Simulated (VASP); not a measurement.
TiO2:

```
CELL_PARAMETERS angstrom
6.15358 -1.88347 0.00000
6.15358 1.88347 0.00000
-1.92833 0.00000 6.32897
ATOMIC_POSITIONS crystal
Ti 0.90007 0.90007 0.28960
Ti 0.19529 0.19529 0.28376
Ti 0.09993 0.09993 0.71040
Ti 0.80471 0.80471 0.71624
O 0.36193 0.36193 0.29340
O 0.26349 0.26349 0.65250
O 0.86719 0.86719 0.99529
O 0.73651 0.73651 0.34750
O 0.94165 0.94165 0.63002
O 0.13281 0.13281 0.00471
O 0.63807 0.63807 0.70660
O 0.05835 0.05835 0.36998
```

The cell comes from a database or a generator and needn't be the stable form of this composition.

```yaml
Program: VASP 6.6.1
Task: single point
Functional: PBE
Potentials_or_basis: VASP PAW PBE potentials, release 64 (Ti_sv, O)
Cutoff: 520 eV
k_mesh: 8 × 8 × 4
Occupations: fermi-dirac, width 0.05 eV
Spin: no spin polarisation
```

On this cell: pressure -0.6 GPa; largest force 0.113 eV/Å; band gap on the k mesh 2.73 eV, indirect (least direct gap 2.90 eV).

The same run follows on a disturbed copy (atoms moved at random, drawn with an rms of 0.05 Å):

```
CELL_PARAMETERS angstrom
6.15358 -1.88347 0.00000
6.15358 1.88347 0.00000
-1.92833 0.00000 6.32897
ATOMIC_POSITIONS crystal
Ti 0.89960 0.89773 0.29419
Ti 0.19693 0.19280 0.28000
Ti 0.10639 0.09387 0.71017
Ti 0.79666 0.81295 0.72346
O 0.35868 0.36536 0.29249
O 0.26387 0.25664 0.65233
O 0.86721 0.86279 0.98922
O 0.74375 0.73162 0.35035
O 0.93354 0.94480 0.62949
O 0.10724 0.15858 0.01143
O 0.65064 0.63200 0.70395
O 0.05227 0.06437 0.37373
```

Question: What does the disturbed cell give?

Answer: The energy moves by +18.9 meV/atom; pressure 1.0 GPa; largest force 2.368 eV/Å; band gap on the k mesh 2.79 eV, indirect (least direct gap 2.96 eV).

Forces on the atoms (eV/Å):
```
Ti   0.272  0.052  0.020
Ti  -0.102  0.028  1.532
Ti  -0.008  0.065 -0.270
Ti  -0.029 -0.325 -1.877
O    0.060 -0.290 -0.144
O    0.179  0.132  0.273
O    0.189  0.059  2.360
O    0.002  0.417 -0.443
O    0.913 -0.138  0.010
O   -0.120 -0.366 -1.620
O   -1.003  0.529  0.304
O   -0.352 -0.162 -0.146
```

Stress tensor (GPa, compression positive):
```
-0.05 -0.38  0.98
-0.38 -0.84 -0.27
 0.98 -0.27  4.04
```

A k mesh can miss the band edges.
